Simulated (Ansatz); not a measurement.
Runs of Ansatz 0.2.0 on B. Symmetry: P4/mmm, No. 123, tetragonal system. The conventional cell has a = 2.346 Å, b = 2.346 Å, c = 1.586 Å, α = 90.00°, β = 90.00°, γ = 90.00°. B (site symmetry 4/mmm) is surrounded by 2 B at 1.59 Å. The cell was built by a generator and needn't be a form met in nature.

| task | level | cell | cutoff (eV) | points for each segment of the path | gap on the mesh (eV) | pressure (GPa) |
| --- | --- | --- | --- | --- | --- | --- |
| relaxation of cell and atoms | HSEsol | relaxed | 420 | - | none | 0.0 |
| band structure | HSE03 | as given | 420 | 4 | none | -0.7 |
| single point | r2SCANh | as given | 500 | - | none | -1.0 |
| single point | HF | as given | 420 | - | none | 6.3 |
| single point | r2SCAN0 | as given | 500 | - | none | (a) |

Alike in all rows: potentials or basis Ansatz PAW; no spin polarisation; k mesh 6 × 6 × 8; smearing fermi-dirac 0.05 eV; the mesh is coarse, so values aren't converged.

Q: Fill in the values left out.

A: (a) -2.1.

Caveats: all runs use coarse meshes; the PAW data sets come from PBE, with cores solved anew for the run's functional, which leaves a small shift of forces and pressure; the thresholds are loose for stress (some runs); the plane-wave basis is chosen anew once the cell has moved, so the energies of steps on either side of that aren't comparable (some runs).

A gap of «none» marks a metal or a gap under the smearing width.
